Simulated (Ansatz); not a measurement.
# ScAl3: the cost of one run

Method: DFT PBE, scalar-relativistic, plane waves, PAW, in Ansatz 0.2.0.

### 1 The system as given

It takes space group Pm-3m (No. 221, cubic). Conventional cell: a = 4.088 Å, b = 4.088 Å, c = 4.088 Å, α = 90.00°, β = 90.00°, γ = 90.00°. Around Sc (site symmetry m-3m) lie 12 Al at 2.89 Å. Around Al (site symmetry 4/mmm) lie 4 Sc at 2.89 Å and 8 Al at 2.89 Å.

Coordinates:

```
CELL_PARAMETERS angstrom
4.08781 0.00000 0.00000
0.00000 4.08781 0.00000
0.00000 0.00000 4.08781
ATOMIC_POSITIONS crystal
Sc 0.00000 0.00000 0.00000
Al 0.50000 0.00000 0.50000
Al 0.00000 0.50000 0.50000
Al 0.50000 0.50000 0.00000
```

The structure comes from the Materials Project (structure only).

### 2 A change within the space group

Against the listed cell: strain xx, yy, zz, yz, xz, xy = +4.0, +4.0, +4.0, +0.0, +0.0, +0.0 %.

input.yaml

```yaml
crystal:
  lattice:
    - [4.2513597109, 0.0, 0.0]
    - [0.0, 4.2513597109, 0.0]
    - [0.0, 0.0, 4.2513597109]
  atoms:
    - { symbol: Sc, position: [0.0, 0.0, 0.0] }
    - { symbol: Al, position: [0.5, 0.0, 0.5] }
    - { symbol: Al, position: [0.0, 0.5, 0.5] }
    - { symbol: Al, position: [0.5, 0.5, 0.0] }
basis:
  ecutwfc: 420
kpoints:
  mp_grid: { grid: [10, 10, 10] }
hamiltonian:
  xc: pbe
scf:
  occupations: { method: gaussian, width: 0.1 }
output:
  forces: true
  stress: true
  eigenvalues: true
  populations: true
```

What time and memory should one allow on 1 thread of an Arm CPU, shared host?

About 3.7 s, with a peak of 0.33 GiB.
